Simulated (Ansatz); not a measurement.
## Sb under changes of volume

One of the cells (31.554 Å³/atom); the others are scaled copies at fixed shape and fractional positions:

```xyz
1
Lattice="3.1600 0.0000 0.0000 0.0000 3.1600 0.0000 0.0000 0.0000 3.1600" Properties=species:S:1:pos:R:3 pbc="T T T"
Sb    0.0000    0.0000    0.0000
```

This isn't the form of Sb at room conditions, which is rhombohedral.

```yaml
Program: Ansatz 0.2.0
Functional: LDA
Potentials_or_basis: Ansatz PAW
Cutoff: "420 eV (not typed: the program's choice for these potentials)"
k_mesh: 8 × 8 × 8
Occupations: fermi-dirac, width 0.05 eV
Spin: no spin polarisation
```

```csv
volume (Å³/atom),energy over the lowest point (meV/atom),pressure (GPa)
29.661,0.00,-2.8
30.292,13.33,-3.9
30.923,?,?
31.554,51.64,-5.7
32.186,75.71,-6.5
32.817,102.51,-7.1
33.448,131.69,-7.7
```

Task: What does the run at 30.923 Å³/atom give?

Result: Energy over the lowest point 30.72 meV/atom; pressure -4.9 GPa.

Worked out: A Birch-Murnaghan fit of order 3 (a polynomial in V^(-2/3)) to the other rows has no minimum within the range. It gives 30.71 meV/atom at 30.923 Å³/atom, against the run's 30.72, and -dE/dV = -4.9 GPa, against -4.9.

Energies are extrapolated to zero smearing.

Caveats: the PAW data sets come from PBE, with cores solved anew for the run's functional, which leaves a small shift of forces and pressure.
